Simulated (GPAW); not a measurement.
The system is ZnSe (Stilleite).

```xyz
2
Lattice="0.0000 2.8338 2.8338 2.8338 0.0000 2.8338 2.8338 2.8338 0.0000" Properties=species:S:1:pos:R:3 pbc="T T T"
Se    4.2507    4.2507    4.2507
Zn    0.0000    0.0000    0.0000
```

Program: GPAW 26.7.0. Alike in all runs: cell as given; smearing fermi-dirac 0.05 eV.

Q: Order these runs on this cell by their band gap on the k mesh, lowest first.
A. level r2SCAN; potentials or basis GPAW PAW data sets (gpaw-data 1.2.1), pw; spin SOC, no magnetisation; k mesh 6 × 6 × 6; cutoff (eV) 600; maxiter 150; band path GXWKGLUWLK,UX; band points 80; spin axis theta (degrees) 54.7; spin axis phi (degrees) 45; mesh quality not flagged
B. level PBE0; potentials or basis GPAW PAW data sets (gpaw-data 1.2.1), pw; spin off; k mesh 3 × 3 × 3; cutoff (eV) 450; maxiter 60; mesh quality coarse
C. level PBEsol; potentials or basis PAW data sets generated in the run's folder for this functional, pw; spin SOC, no magnetisation; k mesh 6 × 6 × 6; cutoff (eV) 600; maxiter 150; band path GXWKGLUWLK,UX; band points 60; spin axis theta (degrees) 0; spin axis phi (degrees) 0; mesh quality not flagged
D. level PBE; potentials or basis GPAW PAW data sets (gpaw-data 1.2.1), pw; spin off; k mesh 8 × 8 × 8; cutoff (eV) 600; maxiter 150; band path GXWKGLUWLK,UX; band points 60; mesh quality not flagged

A: C (1.04 eV), D (1.30 eV), A (1.74 eV), B (3.16 eV).

Caveats: some runs use coarse meshes; spin-orbit coupling was added after a scalar SCF, so levels and gaps hold it while energy, forces, pressure and moments don't (some runs); this program's spin-orbit splittings come out too wide for heavy elements (some runs); exact exchange converges slowly with the k mesh, and this mesh is small (some runs).

